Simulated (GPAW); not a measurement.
Crystal: TiO.

```xyz
4
Lattice="2.8516 0.0000 0.0000 -1.4258 2.4696 0.0000 0.0000 0.0000 5.5675" Properties=species:S:1:pos:R:3 pbc="T T T"
Ti    1.4258    0.8232    4.1756
Ti    0.0000    1.6464    1.3919
O     0.0000    0.0000    2.7838
O     0.0000    0.0000    0.0000
```

The cell comes from a database or a generator and needn't be the stable form of this composition.

Base run:

| Item | Value |
| --- | --- |
| Program | GPAW 26.7.0 |
| Functional | PBEsol |
| Potentials or basis | PAW data sets generated in the run's folder for this functional |
| Cutoff | 800 eV |
| Basis | pw |
| k mesh | 8 × 8 × 4 |
| Occupations | fermi-dirac, width 0.05 eV |
| Spin | no spin polarisation |
| Hubbard terms | Ti d U = 4 eV |

Its results: pressure -1.1 GPa.

Question: The run is repeated on the same cell with these changes: hubbard terms from Ti d U = 4 eV to Ti d U = 2 eV. What comes out?

Answer: Pressure -5.2 GPa.

Caveats: U without spin polarisation on a metal has little footing.
